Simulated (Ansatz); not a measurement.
The system is KBr.

```
CELL_PARAMETERS angstrom
0.00000 3.30000 3.30000
3.30000 0.00000 3.30000
3.30000 3.30000 0.00000
ATOMIC_POSITIONS crystal
Br 0.50000 0.50000 0.50000
K 0.00000 0.00000 0.00000
```

| Property | Result |
| --- | --- |
| Program | Ansatz 0.2.0 |
| Task | relaxation of cell and atoms |
| Functional | PBE |
| Potentials or basis | all-electron LAPW, scalar-relativistic |
| Basis error allowed | 0.001 eV/atom |
| k mesh | 7 × 7 × 7 |
| Occupations | fermi-dirac, width 0.05 eV |
| Spin | no spin polarisation |

At the start: volume 35.94 Å³/atom.

Task: How do energy, volume and symmetry change on relaxing?

Result: Over 4 steps the energy falls by 3.7 meV/atom and the volume is 37.60 Å³/atom (+4.6 %); space group Fm-3m (No. 225, to 0.05 Å).

The path:
```tsv
step	energy change (eV)	largest force (eV/Å)	volume (Å³)
1	0.0000	0.0000	71.87
2	-0.0053	0.0000	73.46
3	-0.0074	0.0000	75.21
4	-0.0074	0.0000	75.21
```

Final structure:
```
Br K
1.0
     0.00000    3.35022    3.35022
     3.35022    0.00000    3.35022
     3.35022    3.35022    0.00000
Br K
1 1
Direct
  0.50000 0.50000 0.50000
  0.00000 0.00000 0.00000
```
